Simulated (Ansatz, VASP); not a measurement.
# CdTe: VASP beside Ansatz

```
Te Cd
1.0
     0.00000    3.20500    3.20500
     3.20500    0.00000    3.20500
     3.20500    3.20500    0.00000
Te Cd
1 1
Cartesian
  4.8075 4.8075 4.8075
  0.0000 0.0000 0.0000
```

Alike in both runs: task single point; functional PBE; k mesh 4 × 4 × 4; occupations fermi-dirac, width 0.02 eV; no spin polarisation.

|  | VASP | Ansatz |
| --- | --- | --- |
| version | VASP 6.6.1 | Ansatz 0.2.0 |
| potentials or method | VASP PAW PBE potentials, release 64 (Te, Cd), cutoff 520 eV | all-electron LAPW, scalar-relativistic |

VASP gave:

```
gap on the k mesh at the Fermi level (eV) : 0.86
least direct gap on the mesh (eV)         : 0.86
pressure (GPa)                            : 4.6
```

Task: What did Ansatz give for the same quantities?

Result: gap on the k mesh at the Fermi level (eV): 0.86; least direct gap on the mesh (eV): 0.86; pressure (GPa): 4.5.

Ansatz ran all-electron here, so the differences hold the error of VASP's frozen core and of both bases.

Caveats: the k mesh is coarse (spacing up to 0.42 Å⁻¹), so the values aren't converged; spin-orbit coupling is left out, which moves the levels of the heavy elements. PBE gaps usually lie below the measured ones, often by a third to a half.
